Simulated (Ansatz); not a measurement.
## Candidate structures of In

Method: DFT, PBE, all-electron LAPW, scalar-relativistic (Ansatz 0.2.0).

Each cell is taken as listed (from a database or a relaxation; residual pressures are under 0.6 GPa and forces under 0.08 eV/Å), on meshes of about 0.2 Å⁻¹ spacing; energies are extrapolated to zero smearing, with no zero-point or thermal terms. Other structures, the observed one among them, may be missing from this set and lie lower. No run is spin-polarised.

No spin–orbit coupling, which matters for the heavy atoms here.

Problem. Order the structures by energy per atom, lowest first, and give the differences.
A.
```cif
data_structure
_symmetry_space_group_name_H-M 'Fd-3m:1'
_symmetry_Int_Tables_number 227
_cell_length_a 6.7295
_cell_length_b 6.7295
_cell_length_c 6.7295
_cell_angle_alpha 90.000
_cell_angle_beta 90.000
_cell_angle_gamma 90.000
_cell_volume 304.76
loop_
_atom_site_label
_atom_site_type_symbol
_atom_site_symmetry_multiplicity
_atom_site_Wyckoff_symbol
_atom_site_fract_x
_atom_site_fract_y
_atom_site_fract_z
_atom_site_occupancy
In1 In 8 b 0.00000 0.00000 0.50000 1
```
(diamond type, relaxed by us; 9×9×9 mesh on the primitive cell, smearing 0.05 eV, P = 0.0 GPa)
B.
```cif
data_structure
_symmetry_space_group_name_H-M 'Fm-3m'
_symmetry_Int_Tables_number 225
_cell_length_a 4.7912
_cell_length_b 4.7912
_cell_length_c 4.7912
_cell_angle_alpha 90.000
_cell_angle_beta 90.000
_cell_angle_gamma 90.000
_cell_volume 109.99
loop_
_atom_site_label
_atom_site_type_symbol
_atom_site_symmetry_multiplicity
_atom_site_Wyckoff_symbol
_atom_site_fract_x
_atom_site_fract_y
_atom_site_fract_z
_atom_site_occupancy
In1 In 4 a 0.00000 0.00000 0.00000 1
```
(fcc type, relaxed by us; 15×15×15 mesh on the primitive cell, smearing 0.05 eV, P = 0.0 GPa)
C.
```cif
data_structure
_symmetry_space_group_name_H-M 'Pm-3m'
_symmetry_Int_Tables_number 221
_cell_length_a 3.0868
_cell_length_b 3.0868
_cell_length_c 3.0868
_cell_angle_alpha 90.000
_cell_angle_beta 90.000
_cell_angle_gamma 90.000
_cell_volume 29.41
loop_
_atom_site_label
_atom_site_type_symbol
_atom_site_symmetry_multiplicity
_atom_site_Wyckoff_symbol
_atom_site_fract_x
_atom_site_fract_y
_atom_site_fract_z
_atom_site_occupancy
In1 In 1 a 0.00000 0.00000 0.00000 1
```
(sc type, relaxed by us; 12×12×12 mesh on the primitive cell, smearing 0.03 eV, P = 0.0 GPa)

Solution. B (0 meV/atom), C (94 meV/atom), A (339 meV/atom).
